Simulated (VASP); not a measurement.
## Ir: relaxation of cell and atoms with PBEsol

Ir:

```xyz
2
Lattice="0.0000 2.7545 2.7545 2.7545 0.0000 2.7545 2.7545 2.7545 0.0000" Properties=species:S:1:pos:R:3 pbc="T T T"
Ir    0.0000    0.0000    0.0000
Ir    1.3773    1.3773    1.3773
```

The cell was built by a generator and needn't be a form met in nature.

| Quantity | Value |
| --- | --- |
| Program | VASP 6.6.1 |
| Task | relaxation of cell and atoms |
| Functional | PBEsol |
| Potentials or basis | VASP PAW PBE potentials, release 64 (Ir) |
| Cutoff | 600 eV |
| k mesh | 14 × 14 × 14 |
| Occupations | gaussian, width 0.1 eV |
| Spin | no spin polarisation |
| Dipole correction | no |
| Further INCAR settings | ALGO = Normal; EDIFF = 1e-07; IBRION = 2; EDIFFG = -0.01; NSW = 100; ISIF = 3 |

```
Relaxed volume                         : 20.83 Å³/atom
Relaxed cell                           : a = 3.891 Å, b = 3.891 Å, c = 3.891 Å, α = 60.00°, β = 60.00°, γ = 60.00°
Space group after relaxing (to 0.05 Å) : Fd-3m (No. 227)
Energy gained by relaxing              : 0.2 meV/atom
Ionic steps                            : 3
Pressure after relaxing                : 0.0 GPa
Band gap on the k mesh                 : none (metal or under the smearing width)
```

The path:
| step | energy change (eV) | largest force (eV/Å) | pressure (GPa) | volume (Å³) |
| --- | --- | --- | --- | --- |
| 1 | 0.0000 | 0.0000 | -0.71 | 41.80 |
| 2 | 0.0023 | 0.0000 | 2.08 | 41.24 |
| 3 | -0.0003 | 0.0000 | 0.00 | 41.65 |

Final structure:
```xyz
2
Lattice="0.0000 2.7513 2.7513 2.7513 0.0000 2.7513 2.7513 2.7513 0.0000" Properties=species:S:1:pos:R:3 pbc="T T T"
Ir    0.0000    0.0000    0.0000
Ir    1.3756    1.3756    1.3756
```

Levels at points of the mesh, in eV from the Fermi level:
| k point | band 5 | band 6 | band 7 | band 8 | band 9 | band 10 | band 11 | band 12 | band 13 |
| --- | --- | --- | --- | --- | --- | --- | --- | --- | --- |
| (0.00, 0.00, 0.00) | -4.84 | -4.84 | -1.83 | -1.83 | -1.83 | 0.87 | 0.87 | 10.92 | 10.99 |
| (0.50, 0.00, 0.00) | -4.90 | -4.90 | -2.10 | -1.02 | -1.02 | 0.28 | 0.28 | 1.50 | 8.93 |
| (0.50, 0.50, 0.00) | -3.79 | -3.79 | -2.57 | -2.57 | 0.61 | 0.61 | 2.02 | 2.02 | 3.74 |

It took 76 s on 1 thread of Intel(R) Xeon(R) Platinum 8259CL CPU @ 2.50GHz (Skylake/Cascade Lake) (shared host), peak memory 0.22 GiB.

Caveat: the PAW data sets were made with another functional, which shifts forces and pressure a little. The run has no spin-orbit coupling, so splittings on Ir are missing.
